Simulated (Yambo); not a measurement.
# GaP (F-43m) in Yambo: a series of runs, part 2 of 2

Yambo 5.3.0.

### 4 Hartree-Fock levels, PBEsol, non-collinear spin, zero start, spin-orbit coupling

hf1.in reads:

```
rim_cut
HF_and_locXC
RandQpts= 1000000
RandGvec= 50 RL
EXXRLvcs= 80 Ry
VXCRLvcs= 80 Ry
% QPkrange
 1 | 1 | 13 | 22 |
 7 | 7 | 13 | 22 |
%
```

scf.in reads:

```
&CONTROL
  calculation = 'scf'
  prefix = 'pwscf'
  outdir = './tmp'
  pseudo_dir = './pseudo'
/
&SYSTEM
  ibrav = 0
  nat = 2
  ntyp = 2
  ecutwfc = 80
  nbnd = 30
  occupations = 'smearing'
  smearing = 'fd'
  degauss = 0.00367493
  noncolin = .true.
  lspinorb = .true.
  force_symmorphic = .true.
/
&ELECTRONS
  conv_thr = 4d-10
  electron_maxstep = 120
  mixing_beta = 0.5
/
ATOMIC_SPECIES
Ga    69.7230 Ga.upf
P     30.9738 P.upf
CELL_PARAMETERS angstrom
   0.0000000000    2.7252500000    2.7252500000
   2.7252500000    0.0000000000    2.7252500000
   2.7252500000    2.7252500000    0.0000000000
ATOMIC_POSITIONS crystal
Ga     0.0000000000    0.0000000000    0.0000000000
P      0.7500000000    0.7500000000    0.7500000000
K_POINTS automatic
8 8 8 0 0 0
```

nscf.in reads:

```
&CONTROL
  calculation = 'nscf'
  prefix = 'pwscf'
  outdir = './tmp'
  pseudo_dir = './pseudo'
/
&SYSTEM
  ibrav = 0
  nat = 2
  ntyp = 2
  ecutwfc = 80
  nbnd = 418
  occupations = 'fixed'
  noncolin = .true.
  lspinorb = .true.
  force_symmorphic = .true.
/
&ELECTRONS
  conv_thr = 1d-08
  diago_full_acc = .true.
  diago_thr_init = 1d-06
/
ATOMIC_SPECIES
Ga    69.7230 Ga.upf
P     30.9738 P.upf
CELL_PARAMETERS angstrom
   0.0000000000    2.7252500000    2.7252500000
   2.7252500000    0.0000000000    2.7252500000
   2.7252500000    2.7252500000    0.0000000000
ATOMIC_POSITIONS crystal
Ga     0.0000000000    0.0000000000    0.0000000000
P      0.7500000000    0.7500000000    0.7500000000
K_POINTS automatic
4 4 4 0 0 0
```

Potentials or basis: PseudoDojo 0.4 FR PBEsol standard.

Command:

```sh
$ OMP_NUM_THREADS=1 pw.x -in scf.in > scf.out
$ OMP_NUM_THREADS=1 pw.x -in nscf.in > nscf.out
$ cd tmp/pwscf.save; p2y; mv SAVE ../..; cd ../..
$ OMP_NUM_THREADS=1 yambo
$ mkdir -p hf1; ln -s $PWD/g0w00/ndb.RIM hf1/
$ OMP_NUM_THREADS=1 yambo -F hf1.in -J hf1 -C hf1_out
```

Yambo's report:

```text
[... sections 02.01 to 02.04 as in the set-up run ...]

  [02.05] Energies & Occupations
  ==============================

  [X] === General ===
  [X] Electronic Temperature                        :  0.000000  0.000000 [eV K]
  [X] Bosonic    Temperature                        :  0.000000  0.000000 [eV K]
  [X] Finite Temperature mode                       : no
  [X] El. density                                   :  0.44466E+24 [cm-3]
  [X] Fermi Level                                   :  7.551654 [eV]

  [X] === Gaps and Widths ===
  [X] Conduction Band Min                           :  1.489889 [eV]
  [X] Valence Band Max                              :  0.000000 [eV]
  [X] Filled Bands                                  :  18
  [X] Empty Bands                                   :    19   418
  [X] Direct Gap                                    :  1.709090 [eV]
  [X] Direct Gap localized at k                     :  1
  [X] Indirect Gap                                  :  1.489889 [eV]
  [X] Indirect Gap between kpts                     :   1   7
  [X] Last valence band width                       :  3.475981 [eV]
  [X] 1st conduction band width                     :  3.079565 [eV]

 [03] Transferred momenta grid and indexing
 ==========================================

 IBZ Q-points                                      :   8
 BZ  Q-points                                      :   64

 K/Q-points units:
 rlu = crystal or reduced units; cc = cartesian coordinates; iku = interal k-units

 Q [1]          [rlu]:  0.000000  0.000000  0.000000
 Q [2]          [rlu]: -0.25926E-17 -0.25926E-17  0.25000
 Q [3]          [rlu]:  0.51853E-17  0.51853E-17 -0.50000
 Q [4]          [rlu]: -0.17252E-17  0.25000      0.25000
 Q [5]          [rlu]: -0.21476E-16  0.25000      0.50000
 Q [6]          [rlu]:  0.51853E-17  0.25000     -0.25000
 Q [7]          [rlu]:  0.34504E-17 -0.50000     -0.50000
 Q [8]          [rlu]:  0.250000 -0.500000 -0.250000

 [04] Coloumb potential Random Integration (RIM)
 ===============================================

 Summary of Coulomb integrals for non-metallic bands |Q|[au] RIM/Bare

 Q [1] 0.100000E-4 0.995998 * Q [2] 0.264147 1.064319
 Q [4] 0.305010 1.063520 * Q [6] 0.431350 1.026772
 Q [5] 0.505803 1.019084 * Q [3] 0.528294 1.017314
 Q [7] 0.610021 1.013697 * Q [8] 0.682024 1.010592

 [05] Local Exchange-Correlation + Non-Local Fock
 ================================================

 [VXC] Plane waves :   3383
 [EXS] Plane waves :   3383

 QP @ state[ 1 ] K range:  1  1
 QP @ state[ 1 ] b range:  13  22
 QP @ state[ 2 ] K range:   7   7
 QP @ state[ 2 ] b range:  13  22

 [WF-HF/Rho loader] Normalization (few states)  min/max  :  0.61902E-17   1.0000

 [xc] Functional : Perdew, Burke & Ernzerhof SOL(X)+Perdew, Burke & Ernzerhof SOL(C)
 [xc] LIBXC used to calculate xc functional
  PP Number of Atomic Species                      :  2
  NLCC RL compoments                               :  26469
  PP Number of Atomic Species                      :  2
  NLCC RL compoments                               :  26469
 [WR./hf1//ndb.HF_and_locXC]-----------------------------------------------------
  Brillouin Zone Q/K grids (IBZ/BZ)                :    8   64    8   64
  RL vectors                                       :   4015 [WF]
  Fragmentation                                    : no
  Electronic Temperature                           :  0.000000 [K]
  Bosonic    Temperature                           :  0.000000 [K]
  Green`s function   wavefunctions                 : Perdew, Burke & Ernzerhof SOL(X)+Perdew, Burke & Ernzerhof SOL(C)
  Total number of QP states                        :  20
  Exchange RL vectors                              :   3383
  Exchange summation bands                         :  18
  RIM RL components                                :   51
  RIM random points                                :  1000000

 [xc] E_xc :  -10.68006 [Ha]
      E_xc :  -21.36012 [Ry]

  Local XC kind (lXC) : Perdew, Burke & Ernzerhof SOL(X)+Perdew, Burke & Ernzerhof SOL(C)
  Non-Local XC kind (nlXC) : Hartree-Fock

  Corrections @ K [1] :  [eV]
 <13|nlXC|13> = -14.60094  0.17546E-18 <13|lXC|13> = -12.74648  0.000000
 <14|nlXC|14> = -14.60094  0.17949E-16 <14|lXC|14> = -12.74648  0.000000
 <15|nlXC|15> = -14.50211  0.28310E-17 <15|lXC|15> = -12.70733  0.18882E-15
 <16|nlXC|16> = -14.50211  0.34480E-17 <16|lXC|16> = -12.70733  0.000000
 <17|nlXC|17> = -14.50211 -0.87050E-18 <17|lXC|17> = -12.70733  0.000000
 <18|nlXC|18> = -14.50211 -0.42747E-18 <18|lXC|18> = -12.70733  0.94408E-16
 <19|nlXC|19> = -7.983557  0.49800E-17 <19|lXC|19> = -12.29704 -0.18882E-15
 <20|nlXC|20> = -7.983557 -0.41681E-18 <20|lXC|20> = -12.29704  0.000000
 <21|nlXC|21> = -6.922800  0.42297E-18 <21|lXC|21> = -10.84580  0.18882E-15
 <22|nlXC|22> = -6.922800  0.15109E-18 <22|lXC|22> = -10.84580  0.000000

  Corrections @ K [7] :  [eV]
 <13|nlXC|13> = -16.67565  0.12768E-16 <13|lXC|13> = -11.96358  0.000000
 <14|nlXC|14> = -16.67565  0.97448E-17 <14|lXC|14> = -11.96358  0.000000
 <15|nlXC|15> = -14.60170 -0.98274E-17 <15|lXC|15> = -11.41067 -0.23602E-16
 <16|nlXC|16> = -14.60171 -0.11040E-16 <16|lXC|16> = -11.41067  0.000000
 <17|nlXC|17> = -14.58968 -0.29223E-17 <17|lXC|17> = -11.40727  0.000000
 <18|nlXC|18> = -14.58968  0.40230E-17 <18|lXC|18> = -11.40727 -0.23602E-16
 <19|nlXC|19> = -5.596407 -0.18960E-17 <19|lXC|19> = -9.444344  0.35403E-16
 <20|nlXC|20> = -5.596407 -0.12597E-17 <20|lXC|20> = -9.444344 -0.23602E-16
 <21|nlXC|21> = -6.456130 -0.23116E-17 <21|lXC|21> = -10.51368  0.88508E-17
 <22|nlXC|22> = -6.456130 -0.30268E-17 <22|lXC|22> = -10.51368  0.33928E-16
```

Run time: 4.7 min. Hardware: 1 thread of Intel Xeon 6975P-C (Granite Rapids), shared host; peak memory 0.32 GiB.

Results:

```yaml
Band_gap_on_the_k_mesh_mean-field_level: 1.49 eV, indirect (least direct gap 1.71 eV)
Quasiparticle_gap: 7.13 eV
Least_direct_quasiparticle_gap: 7.82 eV
Quasiparticle_gap_at_Γ: 7.82 eV
Band_gap_of_the_same_states_before_the_correction: 1.49 eV
```

Quasiparticle terms (eV):
| k point | band | Kohn-Sham level | Vxc | Σx | Σc | Z | result |
| --- | --- | --- | --- | --- | --- | --- | --- |
| (0.000, 0.000, 0.000) | 13 | -0.09 | -12.75 | -14.60 | - | - | -1.94 |
| (0.000, 0.000, 0.000) | 14 | -0.09 | -12.75 | -14.60 | - | - | -1.94 |
| (0.000, 0.000, 0.000) | 15 | 0.00 | -12.71 | -14.50 | - | - | -1.79 |
| (0.000, 0.000, 0.000) | 16 | 0.00 | -12.71 | -14.50 | - | - | -1.79 |
| (0.000, 0.000, 0.000) | 17 | 0.00 | -12.71 | -14.50 | - | - | -1.79 |
| (0.000, 0.000, 0.000) | 18 | 0.00 | -12.71 | -14.50 | - | - | -1.79 |
| (0.000, 0.000, 0.000) | 19 | 1.71 | -12.30 | -7.98 | - | - | 6.02 |
| (0.000, 0.000, 0.000) | 20 | 1.71 | -12.30 | -7.98 | - | - | 6.02 |
| (0.000, 0.000, 0.000) | 21 | 3.68 | -10.85 | -6.92 | - | - | 7.61 |
| (0.000, 0.000, 0.000) | 22 | 3.68 | -10.85 | -6.92 | - | - | 7.61 |
| (0.000, -0.500, -0.500) | 13 | -6.83 | -11.96 | -16.68 | - | - | -11.54 |
| (0.000, -0.500, -0.500) | 14 | -6.83 | -11.96 | -16.68 | - | - | -11.54 |
| (0.000, -0.500, -0.500) | 15 | -2.75 | -11.41 | -14.60 | - | - | -5.94 |
| (0.000, -0.500, -0.500) | 16 | -2.75 | -11.41 | -14.60 | - | - | -5.94 |
| (0.000, -0.500, -0.500) | 17 | -2.73 | -11.41 | -14.59 | - | - | -5.91 |
| (0.000, -0.500, -0.500) | 18 | -2.73 | -11.41 | -14.59 | - | - | -5.91 |
| (0.000, -0.500, -0.500) | 19 | 1.49 | -9.44 | -5.60 | - | - | 5.34 |
| (0.000, -0.500, -0.500) | 20 | 1.49 | -9.44 | -5.60 | - | - | 5.34 |
| (0.000, -0.500, -0.500) | 21 | 1.69 | -10.51 | -6.46 | - | - | 5.75 |
| (0.000, -0.500, -0.500) | 22 | 1.69 | -10.51 | -6.46 | - | - | 5.75 |

Caveat: the k mesh is coarse (spacing up to 0.50 Å⁻¹), so the values aren't converged; the potentials hold a filled d shell without the s and p states of that shell, which can shift GW gaps by tenths of an eV, either way; the optical matrix elements of this version leave out the spin-flip part of the nonlocal potential, a small error. A k mesh can miss the band edges.

### 5 G0W0 quasiparticle levels, PBEsol, non-collinear spin, zero start, spin-orbit coupling

g0w05.in reads:

```
gw0
dyson
el_el_corr
rim_cut
HF_and_locXC
ppa
em1d
RandQpts= 1000000
RandGvec= 50 RL
EXXRLvcs= 80 Ry
VXCRLvcs= 80 Ry
Chimod= "HARTREE"
% BndsRnXp
 1 | 418 |
%
NGsBlkXp= 6 Ry
% LongDrXp
 1 | 1 | 1 |
%
PPAPntXp= 27.21138 eV
% GbndRnge
 1 | 418 |
%
GTermKind= "BG"
DysSolver= "n"
ExtendOut
% QPkrange
 1 | 1 | 15 | 22 |
 7 | 7 | 15 | 22 |
%
```

scf.in is that of step 4.

nscf.in is that of step 4.

Potentials or basis: PseudoDojo 0.4 FR PBEsol standard.

Command:

```sh
$ OMP_NUM_THREADS=1 pw.x -in scf.in > scf.out
$ OMP_NUM_THREADS=1 pw.x -in nscf.in > nscf.out
$ cd tmp/pwscf.save; p2y; mv SAVE ../..; cd ../..
$ OMP_NUM_THREADS=1 yambo
$ mkdir -p g0w05; ln -s $PWD/g0w00/ndb.pp* g0w05/
$ mkdir -p g0w05; ln -s $PWD/g0w00/ndb.RIM g0w05/
$ OMP_NUM_THREADS=1 yambo -F g0w05.in -J g0w05 -C g0w05_out
```

Yambo's report:

```text
[... sections 02.01 to 02.04 as in the set-up run ...]

  [02.05] Energies & Occupations
  ==============================

  [X] === General ===
  [X] Electronic Temperature                        :  0.000000  0.000000 [eV K]
  [X] Bosonic    Temperature                        :  0.000000  0.000000 [eV K]
  [X] Finite Temperature mode                       : no
  [X] El. density                                   :  0.44466E+24 [cm-3]
  [X] Fermi Level                                   :  7.551654 [eV]

  [X] === Gaps and Widths ===
  [X] Conduction Band Min                           :  1.489889 [eV]
  [X] Valence Band Max                              :  0.000000 [eV]
  [X] Filled Bands                                  :  18
  [X] Empty Bands                                   :    19   418
  [X] Direct Gap                                    :  1.709090 [eV]
  [X] Direct Gap localized at k                     :  1
  [X] Indirect Gap                                  :  1.489889 [eV]
  [X] Indirect Gap between kpts                     :   1   7
  [X] Last valence band width                       :  3.475981 [eV]
  [X] 1st conduction band width                     :  3.079565 [eV]

 [03] Transferred momenta grid and indexing
 ==========================================

 IBZ Q-points                                      :   8
 BZ  Q-points                                      :   64

 K/Q-points units:
[... 187 lines left out ...]
  [WR./g0w05//ndb.QP]-------------------------------------------------------------
   Lattice constants                                :  5.149976  5.149976  5.149976
   Coulomb cutoff potential                         : none
   Electronic Temperature                           :  0.000000 [K]
   Bosonic    Temperature                           :  0.000000 [K]
   Green`s function   energies                      : Perdew, Burke & Ernzerhof SOL(X)+Perdew, Burke & Ernzerhof SOL(C)
   wavefunctions                                    : Perdew, Burke & Ernzerhof SOL(X)+Perdew, Burke & Ernzerhof SOL(C)
   PPA    diel. fun.  energies                      : Perdew, Burke & Ernzerhof SOL(X)+Perdew, Burke & Ernzerhof SOL(C)
   wavefunctions                                    : Perdew, Burke & Ernzerhof SOL(X)+Perdew, Burke & Ernzerhof SOL(C)
   QP tot states                                    :  16
   GW solver                                        : Newton
   GW approximation                                 : PPA
   PPA imaginary Energy                             :  27.21138 ev
   RIM G`s                                          :   51
   RIM random pts                                   :  1000000
   dS/dw steps                                      :  2
   dS/dw step                                       :  0.100000 ev
   X G`s                                            :   89 used
   X G`s                                            :   89 disk
   X bands                                          :     1   418
   X poles                                          :  100.0000 o/o
   X e/h E range                                    : -1.000000 -1.000000 ev
   X Hxc Kernel                                     : HARTREE
   X BZ energy Double Grid                          : no
   X Optical Averaged directions                    : none
   Sc/G bands                                       :     1   418
   Sc/G damping                                     :  0.100000 ev
   Sc bands terminator                              : yes
   Sc terminator kind                               : BG
   Sc Terminator pole                               :  40.81708
   Sx RL components                                 :   3383

   QP @ state[ 1 ] K range                          :  1  1
   QP @ state[ 1 ] b range                          :  15  22
   QP @ state[ 2 ] K range                          :   7   7
   QP @ state[ 2 ] b range                          :  15  22
   GF energies kind                                 : Perdew, Burke & Ernzerhof SOL(X)+Perdew, Burke & Ernzerhof SOL(C)
   GF WF`s kind                                     : Perdew, Burke & Ernzerhof SOL(X)+Perdew, Burke & Ernzerhof SOL(C)
   Xs energies kind                                 : Perdew, Burke & Ernzerhof SOL(X)+Perdew, Burke & Ernzerhof SOL(C)
   Xs WF`s kind                                     : Perdew, Burke & Ernzerhof SOL(X)+Perdew, Burke & Ernzerhof SOL(C)
```

Results:

```
Band gap on the k mesh, mean-field level          : 1.49 eV, indirect (least direct gap 1.71 eV)
Quasiparticle gap                                 : 2.08 eV
Least direct quasiparticle gap                    : 2.32 eV
Quasiparticle gap at Γ                            : 2.32 eV
Band gap of the same states before the correction : 1.49 eV
```

Quasiparticle terms (eV):
| k point | band | Kohn-Sham level | Vxc | Σx | Σc | Z | result |
| --- | --- | --- | --- | --- | --- | --- | --- |
| (0.000, 0.000, 0.000) | 15 | 0.00 | -12.71 | -14.50 | 1.03 | 0.79 | -0.60 |
| (0.000, 0.000, 0.000) | 16 | 0.00 | -12.71 | -14.50 | 1.03 | 0.79 | -0.60 |
| (0.000, 0.000, 0.000) | 17 | 0.00 | -12.71 | -14.50 | 1.03 | 0.79 | -0.60 |
| (0.000, 0.000, 0.000) | 18 | 0.00 | -12.71 | -14.50 | 1.03 | 0.79 | -0.60 |
| (0.000, 0.000, 0.000) | 19 | 1.71 | -12.30 | -7.98 | -4.30 | 0.79 | 1.72 |
| (0.000, 0.000, 0.000) | 20 | 1.71 | -12.30 | -7.98 | -4.30 | 0.79 | 1.72 |
| (0.000, 0.000, 0.000) | 21 | 3.68 | -10.85 | -6.92 | -4.14 | 0.80 | 3.51 |
| (0.000, 0.000, 0.000) | 22 | 3.68 | -10.85 | -6.92 | -4.14 | 0.80 | 3.51 |
| (0.000, -0.500, -0.500) | 15 | -2.75 | -11.41 | -14.60 | 1.99 | 0.78 | -3.68 |
| (0.000, -0.500, -0.500) | 16 | -2.75 | -11.41 | -14.60 | 1.99 | 0.78 | -3.68 |
| (0.000, -0.500, -0.500) | 17 | -2.73 | -11.41 | -14.59 | 1.99 | 0.78 | -3.66 |
| (0.000, -0.500, -0.500) | 18 | -2.73 | -11.41 | -14.59 | 1.99 | 0.78 | -3.66 |
| (0.000, -0.500, -0.500) | 19 | 1.49 | -9.44 | -5.60 | -3.86 | 0.81 | 1.48 |
| (0.000, -0.500, -0.500) | 20 | 1.49 | -9.44 | -5.60 | -3.86 | 0.81 | 1.48 |
| (0.000, -0.500, -0.500) | 21 | 1.69 | -10.51 | -6.46 | -4.00 | 0.80 | 1.73 |
| (0.000, -0.500, -0.500) | 22 | 1.69 | -10.51 | -6.46 | -4.00 | 0.80 | 1.73 |

Caveat: the k mesh is coarse (spacing up to 0.50 Å⁻¹), so the values aren't converged; the potentials hold a filled d shell without the s and p states of that shell, which can shift GW gaps by tenths of an eV, either way; the optical matrix elements of this version leave out the spin-flip part of the nonlocal potential, a small error; this version prints the column dSc/dw multiplied by 27.2; the terminator is approximate in this version, by hundredths of an eV. A k mesh can miss the band edges.

### 6 Overview

| task | potentials or basis | spin | k mesh | k mesh of the self-consistent run | direction of the field or of q to 0 | broadening | kernel | top of the energy range | mesh quality | gap on the mesh (eV) |
| --- | --- | --- | --- | --- | --- | --- | --- | --- | --- | --- |
| optical spectrum | PseudoDojo 0.4.1 SR PBEsol standard | off | 20 × 20 × 20 | 20 × 20 × 20 | x + y + z | 0.3 eV | none (independent particles) | 20 eV | not flagged | 1.48 |
| optical spectrum | PseudoDojo 0.4.1 SR PBEsol standard | off | 20 × 20 × 20 | 20 × 20 × 20 | x + y | 0.3 eV | Hartree (RPA with local fields) | 30 eV | not flagged | 1.48 |
| Hartree-Fock levels | PseudoDojo 0.4 FR PBEsol standard | non-collinear, zero start, SOC | 4 × 4 × 4 | 8 × 8 × 8 | - | - | - | - | coarse | - |
| G0W0 quasiparticle levels | PseudoDojo 0.4 FR PBEsol standard | non-collinear, zero start, SOC | 4 × 4 × 4 | 8 × 8 × 8 | x + y + z | 0.1 eV | - | - | coarse | - |

Alike in all rows: level PBEsol; cell as given; cutoff (eV) 1088; smearing fixed.

Caveats: some runs use coarse meshes; the potentials hold a filled d shell without the s and p states of that shell, which can shift GW gaps by tenths of an eV, either way (some runs); the optical matrix elements of this version leave out the spin-flip part of the nonlocal potential, a small error (some runs); independent-particle spectra lack excitons (some runs); these spectra lack excitons (some runs); this version prints the column dSc/dw multiplied by 27.2 (some runs); the terminator is approximate in this version, by hundredths of an eV (some runs).

Absolute energies hang on the potentials; compare differences alone.

### 7 Against experiment

Step 2. Against the measured gap of GaP, 2.34 eV (indirect; 10 K; quoted in “Stacking defects in GaP nanowires: Electronic structure and optical properties”, 2018, arxiv:1810.01194), the calculated 1.48 eV is off by -0.86 eV. Spin-orbit coupling on Ga is left out. The value is that of PBEsol on a finite k mesh, which can miss the band edges, without temperature or zero-point motion. Semilocal functionals fall short of measured gaps as a rule.

Step 3. Measured gap of GaP: 2.34 eV (indirect; 10 K; quoted in “Stacking defects in GaP nanowires: Electronic structure and optical properties”, 2018, arxiv:1810.01194). This calculation gives 1.48 eV (-0.86 eV). Spin-orbit coupling on Ga is left out. The value is that of PBEsol on a finite k mesh, which can miss the band edges, without temperature or zero-point motion. Semilocal functionals fall short of measured gaps as a rule.
